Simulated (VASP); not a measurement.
# SnSe2 in VASP: one cell, several levels of theory

Aim: gap, levels, forces and stress of SnSe2 (CdI2 type), strained and with displaced atoms at fixed geometry. Runs: PBE, r2SCAN. The results are then set beside those of Ansatz 0.2.0 for the same cell.

Code: VASP 6.6.1. PAW datasets, plane waves. Calculated at 0 K for a non-magnetic cell.

### Step 1. Starting point

It is triclinic, P1 (No. 1); conventional cell a = 3.827 Å, b = 3.867 Å, c = 6.324 Å, α = 91.8°, β = 90.8°, γ = 118.7°, 27.33 Å³ an atom. Near Sn stand 6 Se at 2.67–2.87 Å; near Se stand 3 Sn at 2.75–2.87 Å; near Se stand 3 Sn at 2.67–2.74 Å.

As a file:

```cif
data_structure
_symmetry_space_group_name_H-M 'P 1'
_symmetry_Int_Tables_number 1
_cell_length_a 3.8267
_cell_length_b 3.9203
_cell_length_c 6.3239
_cell_angle_alpha 92.551
_cell_angle_beta 89.184
_cell_angle_gamma 120.118
_cell_volume 81.98
loop_
_atom_site_label
_atom_site_type_symbol
_atom_site_fract_x
_atom_site_fract_y
_atom_site_fract_z
_atom_site_occupancy
Sn1 Sn 0.97260 0.98630 0.98110 1
Se1 Se 0.32960 0.68640 0.25250 1
Se2 Se 0.65840 0.30850 0.74020 1
```

### Step 2. PBE at this geometry

File INCAR:

```
ENCUT = 520.000000
SIGMA = 0.020000
EDIFF = 1.00e-07
GGA = PE
PREC = Accurate
IBRION = -1
ISIF = 2
ISMEAR = -1
NBANDS = 20
NELM = 120
NSW = 0
LASPH = .TRUE.
LCHARG = .FALSE.
LWAVE = .FALSE.
LREAL = .FALSE.
```

File KPOINTS:

```
KPOINTS created by Atomic Simulation Environment
0
Gamma
6 6 4
0 0 0
```

File POSCAR:

```
Sn Se
 1.0000000000000000
     3.8264999999999998   -0.0304000000000000    0.0271000000000000
    -1.9396000000000000    3.4058000000000002   -0.0868000000000000
     0.0442000000000000   -0.1377000000000000    6.3221999999999996
 Sn  Se
   1   2
Cartesian
  1.8519910399999997  3.1944760300000001  6.1434570399999995
 -0.0589665400000002  2.2929520299999999  1.5457081399999999
  1.9537178399999997  0.9287484000000000  4.6707572799999992
```

The run uses the recommended PBE PAW datasets (26 valence electrons a neutral cell).

OSZICAR:

```text
N       E                     dE             d eps       ncg     rms          rms(c)
DAV:   1     0.204583214425E+03    0.20458E+03   -0.11959E+04  3104   0.149E+03
DAV:   2     0.122178098498E+02   -0.19237E+03   -0.18527E+03  3232   0.383E+02
DAV:   3    -0.111767599947E+02   -0.23395E+02   -0.22950E+02  3712   0.115E+02
DAV:   4    -0.120140750277E+02   -0.83732E+00   -0.83583E+00  3600   0.227E+01
DAV:   5    -0.120335307035E+02   -0.19456E-01   -0.19454E-01  4264   0.369E+00    0.469E+00
DAV:   6    -0.117680978251E+02    0.26543E+00   -0.63426E-01  4540   0.752E+00    0.298E+00
DAV:   7    -0.117536165390E+02    0.14481E-01   -0.15392E-01  3524   0.229E+00    0.109E+00
DAV:   8    -0.117536233512E+02   -0.68122E-05   -0.13291E-02  3656   0.952E-01    0.255E-01
DAV:   9    -0.117540737242E+02   -0.45037E-03   -0.20733E-03  3664   0.320E-01    0.771E-02
DAV:  10    -0.117541061998E+02   -0.32476E-04   -0.26534E-04  3492   0.102E-01    0.342E-02
DAV:  11    -0.117541323116E+02   -0.26112E-04   -0.46510E-05  3520   0.408E-02    0.120E-02
DAV:  12    -0.117541350860E+02   -0.27744E-05   -0.58994E-06  3712   0.140E-02    0.457E-03
DAV:  13    -0.117541369072E+02   -0.18212E-05   -0.24071E-06  3420   0.933E-03    0.177E-03
DAV:  14    -0.117541371345E+02   -0.22732E-06   -0.17139E-07  3320   0.246E-03    0.717E-04
DAV:  15    -0.117541370956E+02    0.38871E-07   -0.76871E-08  2756   0.167E-03
   1 F= -.11754137E+02 E0= -.11754137E+02  d E =-.822957E-06
```

Parts of OUTCAR:

```text
k-points           NKPTS =     76   k-points in BZ     NKDIM =     76   number of bands    NBANDS=     20

   NELECT =      26.0000    total number of electrons

   dimension x,y,z NGX =    28 NGY =   30 NGZ =   48
   dimension x,y,z NGXF=    56 NGYF=   60 NGZF=   96

  energy-cutoff  :      520.00
  volume of cell :       81.98
      direct lattice vectors                 reciprocal lattice vectors
     3.826500000 -0.030400000  0.027100000     0.262513369  0.149537358  0.001421689
    -1.939600000  3.405800000 -0.086800000     0.002298962  0.295089421  0.006411091
     0.044200000 -0.137700000  6.322200000    -0.001093696  0.003410411  0.158254714

 k-points in reciprocal lattice and weights: KPOINTS created by Atomic Simulation Env
   0.00000000  0.00000000  0.00000000       0.007
   0.16666667  0.00000000 -0.00000000       0.014
   0.33333333  0.00000000 -0.00000000       0.014
   0.50000000  0.00000000  0.00000000       0.007
  -0.00000000  0.16666667 -0.00000000       0.014
   0.16666667  0.16666667  0.00000000       0.014
   0.33333333  0.16666667  0.00000000       0.014
   0.50000000  0.16666667 -0.00000000       0.014
[... 68 more k-points ...]

 E-fermi :   3.8985

 k-point     1 :       0.0000    0.0000    0.0000
  band No.  band energies     occupation
      1     -17.6607      2.00000
      2     -17.6498      2.00000
      3     -17.6218      2.00000
      4     -17.6160      2.00000
      5     -17.6086      2.00000
      6     -10.0077      2.00000
      7      -8.3705      2.00000
      8      -2.5462      2.00000
      9       2.6291      2.00000
     10       2.9600      2.00000
     11       3.3451      2.00000
     12       3.5870      2.00000
     13       3.6158      2.00000
     14       4.3338      0.00000
     15       6.6369      0.00000
     16       8.0314      0.00000
     17       8.2286      0.00000
     18      11.5116      0.00000
     19      12.2896      0.00000
     20      12.6067      0.00000

 k-point     2 :       0.1667    0.0000   -0.0000
  band No.  band energies     occupation
      1     -17.6585      2.00000
      2     -17.6519      2.00000
      3     -17.6234      2.00000
      4     -17.6146      2.00000
      5     -17.6074      2.00000
      6      -9.7569      2.00000
      7      -8.2127      2.00000
      8      -2.4994      2.00000
      9       1.1787      2.00000
     10       2.0728      2.00000
     11       2.2471      2.00000
     12       3.4373      2.00000
     13       3.6246      2.00000
     14       5.5199      0.00000
     15       7.0677      0.00000
     16       8.2733      0.00000
     17       8.4865      0.00000
     18      10.8328      0.00000
     19      11.8072      0.00000
     20      12.5925      0.00000

 k-point     3 :       0.3333    0.0000   -0.0000
  band No.  band energies     occupation
      1     -17.6802      2.00000
      2     -17.6403      2.00000
      3     -17.6333      2.00000
      4     -17.6013      2.00000
      5     -17.5982      2.00000
      6      -9.1144      2.00000
      7      -7.9113      2.00000
      8      -2.8261      2.00000
      9      -0.1953      2.00000
     10       0.9823      2.00000
     11       1.3320      2.00000
     12       2.9861      2.00000
     13       3.4106      2.00000
     14       4.8187      0.00000
     15       7.1755      0.00000
     16       8.6589      0.00000
     17       9.2703      0.00000
     18       9.7992      0.00000
     19      12.4927      0.00000
     20      13.3308      0.00000

 k-point     4 :       0.5000    0.0000    0.0000
  band No.  band energies     occupation
      1     -17.6920      2.00000
      2     -17.6385      2.00000
      3     -17.6369      2.00000
      4     -17.5942      2.00000
      5     -17.5903      2.00000
      6      -8.6380      2.00000
      7      -7.8276      2.00000
      8      -3.3094      2.00000
      9      -0.5291      2.00000
     10       0.8357      2.00000
     11       1.0397      2.00000
     12       2.3752      2.00000
     13       3.2786      2.00000
     14       4.4843      0.00000
     15       6.9830      0.00000
     16       8.5924      0.00000
     17       9.0028      0.00000
     18      10.0818      0.00000
     19      13.3318      0.00000
     20      14.2898      0.00000

[... the tables of k-points 5 to 76 left out ...]

  Total        0.6770908     -0.0761290     -0.1909234      0.1492407     -0.0187684      0.1954229
  in kB       13.2331328     -1.4878740     -3.7314272      2.9167752     -0.3668113      3.8193657
  external PRESSURE =       2.6712772 kB  Pullay stress =       0.0000000 kB

 POSITION                                       TOTAL-FORCE (eV/Angst)
 -----------------------------------------------------------------------------------
      1.85199      3.19448      6.14346         0.273650      0.107588      1.301948
     -0.05897      2.29295      1.54571        -0.053045     -0.126019     -0.834410
      1.95372      0.92875      4.67076        -0.220605      0.018431     -0.467538
 -----------------------------------------------------------------------------------
    total drift:                                0.000150     -0.000499      0.000058

  FREE ENERGIE OF THE ION-ELECTRON SYSTEM (eV)
  ---------------------------------------------------
  free  energy   TOTEN  =       -11.7541370956 eV

  energy  without entropy=      -11.7541362727  energy(sigma->0) =      -11.75413668
```

PBE gives an indirect gap of 0.41 eV, from (0.00, 0.17, 0.00) to (0.50, 0.00, 0.25) among the points of the k mesh; the least direct gap is 0.72 eV. Pressure: 0.27 GPa, and the largest force is 1.335 eV/Å, on atom 1 (Sn).

### Step 3. r2SCAN at this geometry

INCAR, as its differences from that of step 2:

```diff
@@ -3,3 +3,4 @@
 EDIFF = 1.00e-07
-GGA = PE
+ALGO = Normal
+METAGGA = R2SCAN
 PREC = Accurate
```

KPOINTS is that of step 2.

POSCAR is that of step 2.

OSZICAR:

```text
N       E                     dE             d eps       ncg     rms          rms(c)
DAV:   1     0.162611366483E+03    0.16261E+03   -0.12210E+04  3096   0.152E+03
DAV:   2    -0.339862493952E+02   -0.19660E+03   -0.18930E+03  3220   0.391E+02
DAV:   3    -0.581311473564E+02   -0.24145E+02   -0.23700E+02  3704   0.119E+02
DAV:   4    -0.589966402013E+02   -0.86549E+00   -0.86381E+00  3564   0.233E+01
DAV:   5    -0.590180046166E+02   -0.21364E-01   -0.21363E-01  4296   0.387E+00    0.547E+00
DAV:   6    -0.544866668566E+02    0.45313E+01   -0.16364E+00  3612   0.175E+01    0.379E+00
DAV:   7    -0.544976628710E+02   -0.10996E-01   -0.20376E-01  3600   0.254E+00    0.141E+00
DAV:   8    -0.545045694129E+02   -0.69065E-02   -0.15657E-02  3432   0.114E+00    0.292E-01
DAV:   9    -0.545057010795E+02   -0.11317E-02   -0.25754E-03  3780   0.373E-01    0.897E-02
DAV:  10    -0.545057849765E+02   -0.83897E-04   -0.29861E-04  3416   0.153E-01    0.465E-02
DAV:  11    -0.545058172320E+02   -0.32255E-04   -0.63014E-05  3520   0.552E-02    0.127E-02
DAV:  12    -0.545058203041E+02   -0.30722E-05   -0.92836E-06  3548   0.203E-02    0.478E-03
DAV:  13    -0.545058212825E+02   -0.97833E-06   -0.21605E-06  4080   0.997E-03    0.177E-03
DAV:  14    -0.545058211109E+02    0.17154E-06   -0.22515E-07  3352   0.299E-03    0.410E-04
DAV:  15    -0.545058211561E+02   -0.45154E-07   -0.12511E-08  2100   0.831E-04
   1 F= -.54505821E+02 E0= -.54505821E+02  d E =-.237004E-08
```

OUTCAR, selected sections:

```text
k-points           NKPTS =     76   k-points in BZ     NKDIM =     76   number of bands    NBANDS=     20

   NELECT =      26.0000    total number of electrons

   dimension x,y,z NGX =    28 NGY =   30 NGZ =   48
   dimension x,y,z NGXF=    56 NGYF=   60 NGZF=   96

  energy-cutoff  :      520.00
  volume of cell :       81.98
      direct lattice vectors                 reciprocal lattice vectors
     3.826500000 -0.030400000  0.027100000     0.262513369  0.149537358  0.001421689
    -1.939600000  3.405800000 -0.086800000     0.002298962  0.295089421  0.006411091
     0.044200000 -0.137700000  6.322200000    -0.001093696  0.003410411  0.158254714

 k-points in reciprocal lattice and weights: KPOINTS created by Atomic Simulation Env
   0.00000000  0.00000000  0.00000000       0.007
   0.16666667  0.00000000 -0.00000000       0.014
   0.33333333  0.00000000 -0.00000000       0.014
   0.50000000  0.00000000  0.00000000       0.007
  -0.00000000  0.16666667 -0.00000000       0.014
   0.16666667  0.16666667  0.00000000       0.014
   0.33333333  0.16666667  0.00000000       0.014
   0.50000000  0.16666667 -0.00000000       0.014
[... 68 more k-points ...]

 E-fermi :   3.7300

 k-point     1 :       0.0000    0.0000    0.0000
  band No.  band energies     occupation
      1     -18.6170      2.00000
      2     -18.6052      2.00000
      3     -18.5608      2.00000
      4     -18.5591      2.00000
      5     -18.5509      2.00000
      6     -10.8027      2.00000
      7      -9.0940      2.00000
      8      -2.8867      2.00000
      9       2.2853      2.00000
     10       2.6281      2.00000
     11       3.0512      2.00000
     12       3.2991      2.00000
     13       3.3240      2.00000
     14       4.4293      0.00000
     15       6.8262      0.00000
     16       8.1368      0.00000
     17       8.3325      0.00000
     18      11.8467      0.00000
     19      12.5743      0.00000
     20      13.0480      0.00000

 k-point     2 :       0.1667    0.0000   -0.0000
  band No.  band energies     occupation
      1     -18.6164      2.00000
      2     -18.6089      2.00000
      3     -18.5657      2.00000
      4     -18.5533      2.00000
      5     -18.5487      2.00000
      6     -10.5412      2.00000
      7      -8.9260      2.00000
      8      -2.8300      2.00000
      9       0.8460      2.00000
     10       1.7222      2.00000
     11       1.9695      2.00000
     12       3.1392      2.00000
     13       3.3291      2.00000
     14       5.5270      0.00000
     15       7.2381      0.00000
     16       8.4462      0.00000
     17       8.6343      0.00000
     18      11.1010      0.00000
     19      12.1097      0.00000
     20      12.8929      0.00000

 k-point     3 :       0.3333    0.0000   -0.0000
  band No.  band energies     occupation
      1     -18.6421      2.00000
      2     -18.5978      2.00000
      3     -18.5749      2.00000
      4     -18.5406      2.00000
      5     -18.5372      2.00000
      6      -9.8716      2.00000
      7      -8.6046      2.00000
      8      -3.1759      2.00000
      9      -0.5728      2.00000
     10       0.6443      2.00000
     11       0.9615      2.00000
     12       2.7014      2.00000
     13       3.1097      2.00000
     14       4.7803      0.00000
     15       7.3603      0.00000
     16       8.7956      0.00000
     17       9.4766      0.00000
     18      10.0291      0.00000
     19      12.8201      0.00000
     20      13.7305      0.00000

 k-point     4 :       0.5000    0.0000    0.0000
  band No.  band energies     occupation
      1     -18.6556      2.00000
      2     -18.5948      2.00000
      3     -18.5791      2.00000
      4     -18.5335      2.00000
      5     -18.5292      2.00000
      6      -9.3761      2.00000
      7      -8.5134      2.00000
      8      -3.6978      2.00000
      9      -0.9122      2.00000
     10       0.4906      2.00000
     11       0.6598      2.00000
     12       2.1046      2.00000
     13       2.9735      2.00000
     14       4.4124      0.00000
     15       7.1527      0.00000
     16       8.7301      0.00000
     17       9.1905      0.00000
     18      10.3103      0.00000
     19      13.7145      0.00000
     20      14.7254      0.00000

[... the tables of k-points 5 to 76 left out ...]

  Total       -0.2747264     -1.0648786     -1.2826157      0.1889384      0.0413726      0.2190992
  in kB       -5.3692807    -20.8120993    -25.0675748      3.6926322      0.8085896      4.2820979
  external PRESSURE =     -17.0829849 kB  Pullay stress =       0.0000000 kB

 POSITION                                       TOTAL-FORCE (eV/Angst)
 -----------------------------------------------------------------------------------
      1.85199      3.19448      6.14346         0.265487      0.104099      1.335083
     -0.05897      2.29295      1.54571        -0.035623     -0.129409     -1.148027
      1.95372      0.92875      4.67076        -0.229864      0.025310     -0.187056
 -----------------------------------------------------------------------------------
    total drift:                                0.000101     -0.000759      0.002083

  FREE ENERGIE OF THE ION-ELECTRON SYSTEM (eV)
  ---------------------------------------------------
  free  energy   TOTEN  =       -54.5058211561 eV

  energy  without entropy=      -54.5058211537  energy(sigma->0) =      -54.50582115
```

Gap with r2SCAN: 0.67 eV, valence top at (0.00, 0.17, 0.00), conduction bottom at (0.50, 0.00, 0.25) among the points of the k mesh. Least direct gap: 1.11 eV. The pressure is -1.71 GPa, and the largest force is 1.365 eV/Å, on atom 1 (Sn).

### Step 4. Results

```
 level  gap (eV)  pressure (GPa)  largest force (eV/Å)  Ansatz: gap (eV)  Ansatz: pressure (GPa)  Ansatz: force (eV/Å)
   PBE     0.41*            0.27                 1.335              0.42                    0.22                 1.326
r2SCAN     0.67*           -1.71                 1.365              0.67                   -1.74                 1.355
```

A star marks a gap among the mesh's points alone.

**Reading.** The gap spans 0.41 eV (PBE) to 0.67 eV (r2SCAN). Spin-orbit coupling is left out, though the cell holds Sn (Z = 50); in an element this heavy it can shift bands and gaps by tenths of an eV. The pressure is highest with PBE (0.3 GPa) and lowest with r2SCAN (-1.7 GPa), which orders the cells that they would relax to. Forces up to 1.37 eV/Å (r2SCAN) show atoms off their equilibrium places at that level; the least is 1.335 eV/Å (PBE). Datasets and cutoffs are each program's own. VASP's cell holds 26 valence electrons and Ansatz's 46.
